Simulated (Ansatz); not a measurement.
A run of Ansatz 0.2.0:

input.yaml

```yaml
crystal:
  lattice:
    - [0.0, 2.9305, 2.9305]
    - [2.9305, 0.0, 2.9305]
    - [2.9305, 2.9305, 0.0]
  atoms:
    - { symbol: In, position: [0.0, 0.0, 0.0] }
    - { symbol: P, position: [0.75, 0.75, 0.75] }
hamiltonian:
  xc: pbe
  pseudopotentials: { kind: paw }
  dispersion: d3bj
kpoints:
  mp_grid: { grid: [8, 8, 8] }
scf:
  occupations: { method: fermi_dirac, width: 0.05 }
output:
  forces: true
  stress: true
relax:
  f_tol: 0.01
  max_steps: 40
  cell: { stress_tol: 0.05 }
```

Potentials or basis: Ansatz PAW.

Command:

```bash
$ ansatz run input.yaml --threads 2 --pin off --max-ram 5632MiB --backend cpu --events-out ev --progress --plain --runs-dir out
```

Hardware: 2 threads of Intel(R) Xeon(R) Processor @ 2.70GHz, on a shared host.

**Question.** Estimate the wall time of this run.

**Answer.** Run time: 8.5 s on 2 threads of Intel(R) Xeon(R) Processor @ 2.70GHz, on a shared host, peak memory 0.36 GiB. Counts: scf iterations 20, plane waves 965, k points 29, bands 13, ion steps 4.
